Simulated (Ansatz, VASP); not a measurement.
**Sr in VASP and in Ansatz**

```
Sr
1.0
    -2.43500    2.43500    2.43500
     2.43500   -2.43500    2.43500
     2.43500    2.43500   -2.43500
Sr
1
Direct
  0.00000 0.00000 0.00000
```

This isn't the form of Sr at room conditions, which is fcc.

Alike in both runs: task relaxation of cell and atoms; functional B3LYP; dispersion D3(BJ); k mesh 4 × 4 × 4; occupations methfessel-paxton of order 1, width 0.2 eV; no spin polarisation.

```csv
,VASP,Ansatz
version,VASP 6.6.1,Ansatz 0.2.0
potentials or method,"VASP PAW PBE potentials, release 64 (Sr_sv)",Ansatz PAW
plane-wave cutoff (eV),600,420
valence electrons in the cell,10,10
```

```tsv
	VASP	Ansatz	Ansatz less VASP
gap on the k mesh at the Fermi level, each at its own relaxed structure (eV)	none	none	-
relaxed volume (Å³/atom)	49.56	49.79	+0.227
relaxed cell length with the largest relative difference (Å)	4.008	4.014	+0.0061
energy change over the relaxation (meV/atom)	-49	-46	+2.5
```

A gap of «none» marks a metal or a gap that the smearing closes.

Caveats: the k mesh is coarse (spacing up to 0.46 Å⁻¹), so the values aren't converged, least of all with exact exchange; the volume moved by -14 % from the deposited cell, more than functionals usually miss; pairwise dispersion overbinds metals, which lowers pressure and volume; the PAW data sets were made with another functional, which shifts forces and pressure a little (VASP); the plane-wave basis is chosen anew once the cell has moved, so the energies of steps on either side of that aren't comparable (Ansatz); the PAW data sets come from PBE, with cores solved anew for the run's functional, which leaves a small shift of forces and pressure (Ansatz).
